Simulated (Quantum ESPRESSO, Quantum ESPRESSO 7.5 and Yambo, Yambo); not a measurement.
**BP (F-43m): G0W0 on several meshes in Yambo**

How does the mesh move the gap of BP (F-43m)?

Program: Quantum ESPRESSO 7.5 and Yambo 5.3.0. Level of theory: PBE and many-body steps on it, plane waves. Results are calculated unless marked as measured.

## Step 1: The structure

The structure is cubic, space group F-43m (No. 216). The conventional cell has a = 4.538 Å, b = 4.538 Å, c = 4.538 Å, α = 90.00°, β = 90.00°, γ = 90.00°. Nearest to B lie 4 P at 1.97 Å. P has 4 B at 1.97 Å nearest. Farther neighbours are not listed.

The cell and positions come from the Crystallography Open Database and are kept as given unless a step says otherwise.

## Step 2: Empty states on the mesh, 8×8×8 mesh, 279 bands

This step: Quantum ESPRESSO 7.5; DFT, PBE, plane waves, norm-conserving pseudopotentials.

The sums over transitions need many empty states on a uniform mesh; this step solves for them.

Contents of pw.in:

```
&control
  calculation = 'nscf'
  prefix = 'x'
  outdir = 'o'
  pseudo_dir = 'pseudo'
/
&system
  ibrav = 0
  nat = 2
  ntyp = 2
  ecutwfc = 68.0
  nbnd = 279
  force_symmorphic = .true.
/
&electrons
  conv_thr = 1e-9
  electron_maxstep = 80
  diago_full_acc = .true.
  diago_thr_init = 5e-6
/
ATOMIC_SPECIES
  B 10.81 B.upf
  P 30.974 P.upf
CELL_PARAMETERS angstrom
  0.0000000000 2.2690000000 2.2690000000
  2.2690000000 0.0000000000 2.2690000000
  2.2690000000 2.2690000000 0.0000000000
ATOMIC_POSITIONS crystal
  B 0.0000000000 0.0000000000 0.0000000000
  P 0.2500000000 0.2500000000 0.2500000000
K_POINTS automatic
  8 8 8 0 0 0
```

Run with:

```bash
> OMP_NUM_THREADS=1 mpirun -n 4 pw.x -nk 4 -in pw.in > pw.out
```

The log of the run:

```text
Program PWSCF v.7.5 starts

     This program is part of the open-source Quantum ESPRESSO suite
     for quantum simulation of materials; please cite
         "P. Giannozzi et al., J. Phys.:Condens. Matter 21 395502 (2009);
         "P. Giannozzi et al., J. Phys.:Condens. Matter 29 465901 (2017);
         "P. Giannozzi et al., J. Chem. Phys. 152 154105 (2020);
     in publications or presentations arising from this work. More details at

     Atomic positions and unit cell read from directory:
     o/x.save/

     Message from routine setup:
[...]
119.6314 119.6477 120.3250 120.3250 122.4675 122.4675 123.9991 125.4692
     [... 23 further rows ...]
   277.8436 279.0803 279.0803 279.6561 279.8156 279.8156 281.1667 282.1417
   282.1417 283.0662 283.0662 285.0292 285.2912 285.2912 286.4814

          k = 0.2652 0.2652-0.2652 (  1483 PWs)   bands (ev):

     [... further k-points ...]

     highest occupied, lowest unoccupied level (ev):     9.2413   10.5218

     XML data file, pseudopotentials, collected wavefunctions

=------------------------------------------------------------------------------=
   JOB DONE.
=------------------------------------------------------------------------------=
```

Elapsed: 44 s, on 4 MPI ranks of Arm Neoverse V1, shared host; peak memory 0.37 GiB.

Numbers from this step:

```yaml
gap: 1.281 eV
k_of_the_valence_top: 0, 0, 0
k_of_the_conduction_bottom: 0, 0.375, 0.375
least_direct_gap: 3.407 eV
k_points_computed: 29
lowest_point_of_the_top_converged_band_above_the_valence_top: 277.0218 eV
```

On this mesh the gap is 1.281 eV.

The density comes from a self-consistent run that is not shown.

## Step 3: Conversion and set-up

This step: Yambo 5.3.0; conversion and set-up on PBE, plane waves, norm-conserving pseudopotentials.

The states are converted to the many-body program's format and the q mesh is built.

Run with:

```bash
> (cd o/x.save; p2y > p2y.log; mv SAVE ../..); yambo > setup.log
```

The log of the run:

```text
 Yambo, version 5.3.0

 [02] CORE Variables Setup
 =========================

  [02.01] Unit cells
  ==================

  Cell kind             :  FCC
  Atoms in the cell     :  B  P
  number of B  atoms    :  1
  number of P  atoms    :  1

  List of atomic masses
  Mass of B     :  10.81000
  Mass of P     :  30.97400

  List of atomic coordinates    : [cc]
  B1       :  0.000000  0.000000  0.000000  order 1
  P1       :  2.143894  2.143894  2.143894  order 2

  Alat factors          :  4.287789  4.287789  4.287789 [a.u.]
  Direct lattice volume :  157.6631 [a.u.]
[...]
Q [ 1]         [rlu]:  0.000000  0.000000  0.000000
 Q [ 2]         [rlu]: -0.53086E-18 -0.53086E-18  0.12500
 Q [ 3]         [rlu]: -0.10617E-17 -0.10617E-17  0.25000
[...]
Q [ 8]         [rlu]: -0.28817E-16  0.12500      0.37500
 Q [ 9]         [rlu]:  0.55886E-16  0.12500      0.50000
 Q [10]         [rlu]:  0.21235E-17  0.12500     -0.37500
     [... 17 further rows ...]
 Q [28]         [rlu]:  0.125000 -0.500000 -0.375000
 Q [29]         [rlu]:  0.250000 -0.500000 -0.250000

  [03.01] X indexes
  =================

   [03.01.01] Sigma indexes
   ========================

 [06] Game Over & Game summary
```

Elapsed: 2.6 s, on 1 MPI rank; peak memory 0.24 GiB.

## Step 4: 8×8×8

Now the one-shot GW correction: screening in the RPA, then the self-energy of the levels asked for.

This step: G0W0 on PBE, plane waves, norm-conserving pseudopotentials.

Contents of gw2.in:

```
HF_and_locXC
gw0
dyson
ppa
em1d
rim_cut
RandQpts= 1000000
RandGvec= 1 RL
EXXRLvcs= 68 Ry
VXCRLvcs= 272 Ry
Chimod= "HARTREE"
% BndsRnXp
 1 | 116 |
%
NGsBlkXp= 17 Ry
% LongDrXp
 1 | 1 | 1 |
%
% GbndRnge
 1 | 116 |
%
DysSolver= "n"
ExtendOut
PPAPntXp= 27.21138 eV
% QPkrange
 1 | 1 | 3 | 6 |
 18 | 18 | 3 | 6 |
%
```

Run with:

```bash
> OMP_NUM_THREADS=1 mpirun -n 4 yambo -F gw2.in -J gw2 -C gw2 > gw2.log
```

The log of the run:

```text
 Yambo, version 5.3.0

 [02] CORE Variables Setup
 =========================

  [... cell, symmetries and grids as in the set-up ...]

  [02.05] Energies & Occupations
  ==============================

  [X] === General ===
  [X] Electronic Temperature                        :  0.000000  0.000000 [eV K]
  [X] Bosonic    Temperature                        :  0.000000  0.000000 [eV K]
  [X] Finite Temperature mode                       : no
  [X] El. density                                   :  0.34242E+24 [cm-3]
  [X] Fermi Level                                   :  9.241273 [eV]

  [X] === Gaps and Widths ===
  [X] Conduction Band Min                           :  1.280512 [eV]
  [X] Valence Band Max                              :  0.000000 [eV]
  [X] Filled Bands                                  :   4
  [X] Empty Bands                                   :    5  279
  [X] Direct Gap                                    :  3.406803 [eV]
  [X] Direct Gap localized at k                     :  1
  [X] Indirect Gap                                  :  1.280512 [eV]
  [X] Indirect Gap between kpts                     :   1  18
  [X] Last valence band width                       :  5.466754 [eV]
  [X] 1st conduction band width                     :  4.052812 [eV]

 [03] Transferred momenta grid and indexing
 ==========================================

 IBZ Q-points                                      :  29
 BZ  Q-points                                      :   512

 K/Q-points units:
 rlu = crystal or reduced units; cc = cartesian coordinates; iku = interal k-units

 Q [ 1]         [rlu]:  0.000000  0.000000  0.000000
 Q [ 2]         [rlu]: -0.53086E-18 -0.53086E-18  0.12500
 Q [ 3]         [rlu]: -0.10617E-17 -0.10617E-17  0.25000
 Q [ 4]         [rlu]: -0.12375E-16 -0.12375E-16  0.37500
 Q [ 5]         [rlu]:  0.21235E-17  0.21235E-17 -0.50000
 Q [ 6]         [rlu]: -0.45253E-17  0.12500      0.12500
 Q [ 7]         [rlu]: -0.74698E-17  0.12500      0.25000
 Q [ 8]         [rlu]: -0.28817E-16  0.12500      0.37500
 Q [ 9]         [rlu]:  0.55886E-16  0.12500      0.50000
 Q [10]         [rlu]:  0.21235E-17  0.12500     -0.37500
     [... 17 further rows ...]
 Q [28]         [rlu]:  0.125000 -0.500000 -0.375000
 Q [29]         [rlu]:  0.250000 -0.500000 -0.250000

 [04] Coloumb potential Random Integration (RIM)
 ===============================================

  [04.01] RIM initialization
  ==========================

  * Diagonal components only detected *

  8 x (sBL volume)        :  0.024583 [a.u.]
  sBZ random points       :  1000000
  Points outside the sBZ  :   7987327
  RL volume               :  1.573293 [a.u.]
  Integrated volume       :  1.575789 [a.u.]

  [04.02] RIM integrals
  =====================

  Gamma point sphere radius             :  0.052742 [a.u.]
  Points outside the sphere             :   799513
  [Int_sBZ(q=0) 1/q^2]*(Vol_sBZ)^(-1/3) =:  7.764325
                                 should be <:  7.795600

  Summary of Coulomb integrals for non-metallic bands |Q|[au] RIM/Bare

  Q [1] 0.100000E-4 0.995988 * Q [2] 0.158631 1.066458
  Q [6] 0.183171 1.065091 * Q [12] 0.259043 1.027253
  Q [7] 0.303755 1.020682 * Q [3] 0.317261 1.018308
  Q [13] 0.366342 1.014848 * Q [11] 0.399212 1.011996
  Q [22] 0.409583 1.011845 * Q [8] 0.448675 1.010056
  Q [14] 0.475892 1.009230 * Q [4] 0.475892 1.009072
[...]
Q [27] 0.660432 1.005345 * Q [24] 0.685363 1.005053
  Q [26] 0.703481 1.005038 * Q [21] 0.732684 1.004689
  Q [28] 0.755233 1.004511 * Q [20] 0.777128 1.004279
  Q [29] 0.819165 1.004071

 [WARNING] [Xp] User bands 1-116 break level degeneracy

 [05] Dipoles
 ============

  [05.01] Setup: observables and procedures
  =========================================

 [06] Dynamic Dielectric Matrix (PPA)
 ====================================

 [WR./gw2//ndb.pp]---------------------------------------------------------------
  Brillouin Zone Q/K grids (IBZ/BZ)                :    29   512    29   512
  RL vectors                                       :  2085 [WF]
  Coulomb cutoff potential                         : none
  Electronic Temperature                           :  0.000000 [K]
  Bosonic    Temperature                           :  0.000000 [K]
  PPA    diel. fun.  energies                      : Perdew, Burke & Ernzerhof(X)+Perdew, Burke & Ernzerhof(C)
  wavefunctions                                    : Perdew, Burke & Ernzerhof(X)+Perdew, Burke & Ernzerhof(C)
  Global Gauge                                     : length
  X matrix size                                    :  181
  X band range                                     :    1  116
  X e/h energy range                               : -1.000000 -1.000000 [eV]
  X Time ordering                                  : R
  X Hxc Kernel                                     : HARTREE
  X Drude frequency                                :  0.000000  0.000000
  X poles                                          :  100.0000 [o/o]
  RL vectors in the sum                            :  2085
  [r,Vnl] included                                 : yes
  Field direction                                  :  0.577350E-5  0.577350E-5  0.577350E-5
  BZ energy Double Grid                            : no
  BZ energy DbGd points                            : 0
  BZ Q point size factor                           : -1.000000
  X Optical Averaged directions                    : none

 [07] Local Exchange-Correlation + Non-Local Fock
 ================================================

 [VXC] Plane waves :  11935
 [EXS] Plane waves :  1471

 QP @ state[ 1 ] K range:  1  1
 QP @ state[ 1 ] b range:   3   6
 QP @ state[ 2 ] K range:  18  18
 QP @ state[ 2 ] b range:   3   6

 [xc] Functional : Perdew, Burke & Ernzerhof(X)+Perdew, Burke & Ernzerhof(C)
 [xc] LIBXC used to calculate xc functional
  PP Number of Atomic Species                      :  2
  NLCC RL compoments                               :  11935
  PP Number of Atomic Species                      :  2
  NLCC RL compoments                               :  11935

 [xc] E_xc :  -2.820910 [Ha]
      E_xc :  -5.641820 [Ry]

  Local XC kind (lXC) : Perdew, Burke & Ernzerhof(X)+Perdew, Burke & Ernzerhof(C)
  Non-Local XC kind (nlXC) : Hartree-Fock

  Corrections @ K [1] :  [eV]
 <3|nlXC|3> = -14.90583  0.43230E-18 <3|lXC|3> = -13.29750  0.27751E-20
 <4|nlXC|4> = -14.90581  0.16587E-17 <4|lXC|4> = -13.29750 -0.18866E-15
 <5|nlXC|5> = -7.342946  0.12032E-17 <5|lXC|5> = -12.02603  0.13811E-19
 <6|nlXC|6> = -7.342952 -0.30014E-17 <6|lXC|6> = -12.02603 -0.94408E-16

  Corrections @ K [18] :  [eV]
 <3|nlXC|3> = -15.78733 -0.23846E-17 <3|lXC|3> = -12.53017  0.23607E-16
 <4|nlXC|4> = -15.78745  0.11894E-16 <4|lXC|4> = -12.53017  0.94411E-16
 <5|nlXC|5> = -6.867622 -0.38022E-17 <5|lXC|5> = -11.02522  0.94409E-16
 <6|nlXC|6> = -5.938397 -0.27176E-17 <6|lXC|6> = -10.56584  0.47206E-16

 [08] Dyson equation: Newton solver
 ==================================

  [08.01] G0W0 (W PPA)
  ====================

  [  GW  ] Bands range     :    1  116
  [GW/PPA] G damping       :  0.100000 [eV]

  QP @ state[ 1 ] K range:  1  1
  QP @ state[ 1 ] b range:   3   6
  QP @ state[ 2 ] K range:  18  18
  QP @ state[ 2 ] b range:   3   6

   Sc/G bands                                       :    1  116
   Sc/G damping                                     :  0.100000 ev
   Sc bands terminator                              : no
   Sx RL components                                 :  1471

   QP @ state[ 1 ] K range                          :  1  1
   QP @ state[ 1 ] b range                          :   3   6
   QP @ state[ 2 ] K range                          :  18  18
   QP @ state[ 2 ] b range                          :   3   6
   GF energies kind                                 : Perdew, Burke & Ernzerhof(X)+Perdew, Burke & Ernzerhof(C)
   GF WF`s kind                                     : Perdew, Burke & Ernzerhof(X)+Perdew, Burke & Ernzerhof(C)
   Xs energies kind                                 : Perdew, Burke & Ernzerhof(X)+Perdew, Burke & Ernzerhof(C)
   Xs WF`s kind                                     : Perdew, Burke & Ernzerhof(X)+Perdew, Burke & Ernzerhof(C)

 [11] Game Over & Game summary
```

It took 7.6 min on 4 MPI ranks; peak memory 1.6 GiB; 30 min of CPU time.

This step gave:

* G0W0 gap on the points computed: 2.032 eV
* starting gap on the mesh: 1.281 eV
* k of the valence top: 0, 0, 0
* k of the conduction bottom: 0, 0.375, 0.375
* least direct G0W0 gap on the computed points: 4.287 eV
* Z at the valence top: 0.7957
* Z at the conduction bottom: 0.8078

The gap on the mesh goes from 1.28 eV to 2.03 eV, a correction of +0.75 eV.

## Step 5: Empty states on the mesh, 6×6×6 mesh, 116 bands

This step: Quantum ESPRESSO 7.5; DFT, PBE, plane waves, norm-conserving pseudopotentials.

Edit pw.in of step 2 so:

```diff
@@ -11,3 +11,3 @@
   ecutwfc = 68.0
-  nbnd = 279
+  nbnd = 116
   force_symmorphic = .true.
@@ -31,2 +31,2 @@
 K_POINTS automatic
-  8 8 8 0 0 0
+  6 6 6 0 0 0
```

Run with:

```bash
> OMP_NUM_THREADS=1 mpirun -n 4 pw.x -nk 4 -in pw.in > pw.out
```

The log of the run:

```text
[banner, memory and clock lines left out]
Program PWSCF v.7.5 starts

     Atomic positions and unit cell read from directory:
     o/x.save/

     Message from routine setup:
     using ibrav=0 with symmetry is DISCOURAGED, use correct ibrav instead

     G-vector sticks info

     bravais-lattice index     =            0
     lattice parameter (alat)  =       6.0638  a.u.
     unit-cell volume          =     157.6631 (a.u.)^3
     number of atoms/cell      =            2
     number of atomic types    =            2
     number of electrons       =         8.00
[...]
[... 3 further rows ...]
[...]
153.1616 153.9643 156.4790 157.6514

          k = 0.2357 0.2357-0.2357 (  1501 PWs)   bands (ev):

[...]
115.0438 115.7629 116.4131 116.4131 120.8281 120.8281 121.7380 123.2343
     [... 3 further rows ...]
   150.1149 150.7319 150.9283 152.1806 152.1806 152.8881 153.4845 153.4845
   153.5928 156.9794 156.9794 157.0844

          k =-0.3536-0.3536 0.3536 (  1476 PWs)   bands (ev):

     [... further k-points ...]

     highest occupied, lowest unoccupied level (ev):     9.2413   10.5886

     XML data file, pseudopotentials, collected wavefunctions
```

Wall time 5.3 s (4 MPI ranks); peak memory 0.24 GiB.

This step gave:

| Quantity | Value |
| --- | --- |
| gap | 1.347 eV |
| k of the valence top | 0, 0, 0 |
| k of the conduction bottom | 0, -0.5, -0.5 |
| least direct gap | 3.407 eV |
| k points computed | 16 |
| lowest point of the top converged band, above the valence top | 146.5085 eV |

On this mesh the gap is 1.347 eV.

## Step 6: Conversion and set-up

This step: Yambo 5.3.0; conversion and set-up on PBE, plane waves, norm-conserving pseudopotentials.

Run with:

```bash
> (cd o/x.save; p2y > p2y.log; mv SAVE ../..); yambo > setup.log
```

The log of the run:

```text
 Yambo, version 5.3.0

 [02] CORE Variables Setup
 =========================

  [02.01] Unit cells
  ==================

  Cell kind             :  FCC
  Atoms in the cell     :  B  P
  number of B  atoms    :  1
  number of P  atoms    :  1

  List of atomic masses
  Mass of B     :  10.81000
  Mass of P     :  30.97400

  List of atomic coordinates    : [cc]
  B1       :  0.000000  0.000000  0.000000  order 1
  P1       :  2.143894  2.143894  2.143894  order 2

  Alat factors          :  4.287789  4.287789  4.287789 [a.u.]
  Direct lattice volume :  157.6631 [a.u.]
[...]
Q [ 1]         [rlu]:  0.000000  0.000000  0.000000
 Q [ 2]         [rlu]: -0.53337E-17 -0.53337E-17  0.16667
 Q [ 3]         [rlu]: -0.10667E-16 -0.10667E-16  0.33333
[...]
Q [ 8]         [rlu]:  0.21235E-17  0.16667     -0.33333
 Q [ 9]         [rlu]:  0.29609E-16  0.16667     -0.16667
 Q [10]         [rlu]: -0.31009E-16  0.33333      0.33333
     [... 4 further rows ...]
 Q [15]         [rlu]:  0.166667  0.333333 -0.333333
 Q [16]         [rlu]:  0.166667 -0.500000 -0.333333

  [03.01] X indexes
  =================

   [03.01.01] Sigma indexes
   ========================

 [06] Game Over & Game summary
```

It took 2.2 s on 1 MPI rank; peak memory 0.23 GiB.

(Part 1 of 2 ends here.)

[Paths, hosts, dates, memory and timing lines, banners, echoed tables and standing remarks are left out of the program output.]

[Logs are printed without paths, hosts, clocks, repeated set-up lines and the standing remarks that a program may print on its own settings, such as how far it seeks lower states.]

[Runs of the session that timed out or met a known fault of the program may be left out.]

[Hosts, paths, dates, database ids (printed as entryN), source tags and the programs' standing remarks are cut or masked in the printed files.]
